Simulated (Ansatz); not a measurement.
Here is an Ansatz 0.2.0 calculation.

Contents of input.yaml:

```yaml
crystal:
  lattice:
    - [-1.805, 1.805, 1.805]
    - [1.805, -1.805, 1.805]
    - [1.805, 1.805, -1.805]
  atoms:
    - { symbol: Hf, position: [0.0, 0.0, 0.0] }
hamiltonian:
  xc: pbe
  pseudopotentials: { kind: paw }
kpoints:
  mp_grid: { grid: [10, 10, 10] }
scf:
  occupations: { method: gaussian, width: 0.014 }
output:
  forces: true
  stress: true
  eigenvalues: true
```

Potentials or basis: Ansatz PAW.

The run is started by

```console
$ ansatz run input.yaml --threads 2 --pin off --max-ram 5632MiB --backend cpu --events-out ev --progress --plain --runs-dir out
```

Q: What does it give for the band gap on the k mesh?

A: None (metal or under the smearing width).

Q: Estimate the pressure.

A: -5.0 GPa.

The run has no spin-orbit coupling, so splittings on Hf are missing.
